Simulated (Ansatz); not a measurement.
**La2O3: the band gap up the ladder of functionals**

One table from this session's results is given with a row withheld; the runs are named, their logs left out.

Program: Ansatz 0.2.0. PAW datasets, plane waves. All values are calculated for a non-magnetic cell, which may be hypothetical.

## The cell

The cell was relaxed beforehand with r2SCAN.

The symmetry is P-3m1 (No. 164, trigonal); a = 3.935 Å, c = 6.126 Å in the conventional setting, 16.43 Å³ an atom. La has 7 O at 2.37–2.73 Å; O has 4 La at 2.37–2.45 Å; O has 6 La at 2.73 Å.

The structure in full:

Space group P-3m1 (No. 164). a = 3.935 Å, b = 3.935 Å, c = 6.126 Å, α = 90.00°, β = 90.00°, γ = 120.00°
```
atom  site  symmetry       x       y       z
  La    2d       3m.  0.6667  0.3333  0.7538
   O    2d       3m.  0.6667  0.3333  0.3539
   O    1a      -3m.  0.0000  0.0000  0.0000
```

The first run:

input.yaml reads:

```yaml
crystal:
  lattice:
    - [3.9351015413, 0.0, 0.0]
    - [-1.9675507707, 3.4078979012, 0.0]
    - [0.0, 0.0, 6.1262271595]
  atoms:
    - { symbol: La, position: [0.6666666667, 0.3333333333, 0.7538431652] }
    - { symbol: La, position: [0.3333333333, 0.6666666667, 0.2461568348] }
    - { symbol: O, position: [0.6666666667, 0.3333333333, 0.3538862902] }
    - { symbol: O, position: [0.3333333333, 0.6666666667, 0.6461137098] }
    - { symbol: O, position: [0.0, 0.0, 0.0] }
kpoints:
  mp_grid: { grid: [12, 12, 4] }
  band_path:
    path:
      - [[0.0, 0.0, 0.0], [0.5, 2.159620781958e-17, -7.517624929837e-19], [0.3333333333333, 0.3333333333333, -7.517624929868e-19], [0.0, 0.0, 0.0], [-6.156069302519e-36, 8.005106652017e-36, 0.5], [0.5, 2.159620781958e-17, 0.5], [0.3333333333333, 0.3333333333333, 0.5], [-6.156069302519e-36, 8.005106652017e-36, 0.5]]
      - [[0.5, 2.159620781958e-17, 0.5], [0.5, 2.159620781958e-17, -7.517624929837e-19]]
      - [[0.3333333333333, 0.3333333333333, 0.5], [0.3333333333333, 0.3333333333333, -7.517624929868e-19]]
    npoints: 10
hamiltonian:
  xc: pbe
scf:
  occupations: { method: fermi_dirac, width: 0.02 }
  n_extra_bands: 5
output:
  forces: true
  stress: true
  eigenvalues: true
```

Command:

```console
$ ansatz run input.yaml --threads 2 --pin off --max-ram 20275MiB --backend cpu --events-out ev --progress --plain --runs-dir out
```

Among the steps run: PBE band path; r2SCAN at the same geometry; HSE06; Single point with PBE+SOC; Single point with PBE0.

One of the session's tables, all rows but one given; the rest of the session is left out.

```
  level  gap (eV)
    PBE         ?
 r2SCAN      4.23
  HSE06      5.29
PBE+SOC      3.83
   PBE0      6.03
```

**Question.** Estimate the row for PBE.

**Answer.** gap (eV): 3.84. In the column «gap (eV)» it lies between PBE+SOC (3.83) and r2SCAN (4.23).

Meshes: PBE 12×12×4, r2SCAN 12×12×4, HSE06 6×6×2, PBE+SOC 12×12×4, PBE0 6×6×2

PBE reaches 73 % of the HSE06 value, and r2SCAN 80 %. PBE0 lies 0.74 eV above HSE06, which differs from it by screening the long-range exchange.

To keep in mind: Warnings in the runs' records: stress scf threshold loose, stress exchange threshold loose.
